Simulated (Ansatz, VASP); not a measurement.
## Cd2S: VASP beside Ansatz

The input INCAR:

```
PREC = Accurate ; ENCUT = 520
EDIFF = 1E-7 ; ISMEAR = 0
SIGMA = 0.1 ; LREAL = F
LASPH = T ; NELM = 80
ALGO = Fast ; ISIF = 2
LWAVE = F ; LCHARG = T
LELF = T ; LVHAR = T
NBANDS = 22
```

KPOINTS

```
regular mesh
0
Gamma
  6 6 4
```

Contents of POSCAR:

```
Cd2S
1.0
    3.9626700490      0.0000000000      0.0000000000
   -1.9813350245      3.4317729293      0.0000000000
    0.0000000000      0.0000000000      5.8091920000
Cd S
2 1
Direct
    0.6666666700      0.3333333300      0.5787350000
    0.3333333300      0.6666666700      0.9327170000
    0.3333333300      0.6666666700      0.3657050000
```

Input for Ansatz:

```yaml
crystal:
  lattice:
    - [3.962670049, 0.0, 0.0]
    - [-1.9813350245, 3.4317729293, 0.0]
    - [0.0, 0.0, 5.809192]
  atoms:
    - { symbol: Cd, position: [0.66666667, 0.33333333, 0.578735] }
    - { symbol: Cd, position: [0.33333333, 0.66666667, 0.932717] }
    - { symbol: S, position: [0.33333333, 0.66666667, 0.365705] }
basis:
  ecutwfc: 420
kpoints:
  mp_grid: { grid: [6, 6, 4] }
hamiltonian:
  xc: lda
scf:
  occupations: { method: gaussian, width: 0.1 }
output:
  forces: true
  stress: true
  eigenvalues: true
```

The cell comes from a database or a generator and needn't be the stable form of this composition.

Alike in both runs: task single point; functional LDA; k mesh 6 × 6 × 4; occupations gaussian, width 0.1 eV; no spin polarisation.

|  | VASP | Ansatz |
| --- | --- | --- |
| version | VASP 6.6.1 | Ansatz 0.2.0 |
| potentials or method | VASP PAW LDA potentials, release 64 (Cd, S) | scalar-relativistic, plane waves, PAW |
| plane-wave cutoff (eV) | 520 | 420 |
| valence electrons in the cell | 30 | 46 |

```tsv
	VASP	Ansatz	Ansatz less VASP
gap on the k mesh at the Fermi level (eV)	0.08	0.07	-0.009
least direct gap on the mesh (eV)	0.44	0.42	-0.021
pressure (GPa)	-4.7	-5.0	-0.32
largest component of the traceless stress (GPa)	0.95	1.06	+0.110
rms of the force components (eV/Å)	0.063	0.070	+0.0066
```

Atom by atom the forces differ by 0.010 eV/Å (rms over components). The two sets of potentials don't hold the same shells in valence.

A k mesh can miss the band edges.
